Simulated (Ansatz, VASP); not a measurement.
## NaCl: VASP beside Ansatz

File POSCAR:

```
NaCl
1.0
    0.0000000000      3.0560860811      3.0560860811
    3.0560860811      0.0000000000      3.0560860811
    3.0560860811      3.0560860811      0.0000000000
Na Cl
1 1
Direct
    0.0000000000      0.0000000000      0.0000000000
    0.2500000000      0.2500000000      0.2500000000
```

File INCAR.step1:

```
PREC     = Accurate       # precision mode
ENCUT    = 520            # plane-wave cutoff, eV
ISMEAR   = 0              # smearing method
SIGMA    = 0.01           # smearing width, eV
LREAL    = F              # projectors in reciprocal space
LASPH    = T              # aspherical terms in the spheres
NELM     = 80             # most SCF steps
NBANDS   = 14             # bands
GGA      = PE             # functional
ALGO     = Normal         # electronic algorithm
EDIFF    = 1E-4           # SCF threshold, eV
LWAVE    = T              # write WAVECAR
LCHARG   = F              # write CHGCAR
```

Contents of INCAR.step2:

```
PREC     = Accurate       # precision mode
ENCUT    = 520            # plane-wave cutoff, eV
EDIFF    = 1E-6           # SCF threshold, eV
ISMEAR   = 0              # smearing method
SIGMA    = 0.01           # smearing width, eV
LREAL    = F              # projectors in reciprocal space
LASPH    = T              # aspherical terms in the spheres
NELM     = 80             # most SCF steps
ALGO     = Normal         # electronic algorithm
ISIF     = 2              # what is computed and relaxed
LWAVE    = F              # write WAVECAR
LCHARG   = T              # write CHGCAR
METAGGA  = R2SCAN         # meta-GGA
LMIXTAU  = T            
LELF     = T              # ELF
LVHAR    = T            
NBANDS   = 14             # bands
ISTART   = 1
```

Contents of KPOINTS:

```
Automatic mesh
0
Gamma
  6 6 6
```

Input for Ansatz:

```yaml
crystal:
  lattice:
    - [0.0, 3.0560860811, 3.0560860811]
    - [3.0560860811, 0.0, 3.0560860811]
    - [3.0560860811, 3.0560860811, 0.0]
  atoms:
    - { symbol: Na, position: [0.0, 0.0, 0.0] }
    - { symbol: Cl, position: [0.25, 0.25, 0.25] }
kpoints:
  mp_grid: { grid: [6, 6, 6] }
hamiltonian:
  xc: r2scan
scf:
  occupations: { method: fixed }
  n_extra_bands: 4
output:
  forces: true
  stress: true
  eigenvalues: true
```

Alike in both runs: task single point; functional r2SCAN; k mesh 6 × 6 × 6; no spin polarisation.

|  | VASP | Ansatz |
| --- | --- | --- |
| version | VASP 6.6.1 | Ansatz 0.2.0 |
| potentials or method | VASP PAW PBE potentials, release 64 (Na_pv, Cl) | plane waves, PAW |
| plane-wave cutoff (eV) | 520 | 500 |
| occupations | gaussian, width 0.01 eV | fixed |
| valence electrons in the cell | 14 | 16 |

```tsv
	VASP	Ansatz	Ansatz less VASP
gap on the k mesh at the Fermi level (eV)	5.64	5.62	-0.015
pressure (GPa)	0.5	0.6	+0.11
```

The two sets of potentials don't hold the same shells in valence.

Caveats: the PAW data sets were made with another functional, which shifts forces and pressure a little (VASP). r2SCAN opens gaps a little over a GGA but as a rule still falls short of measured ones.
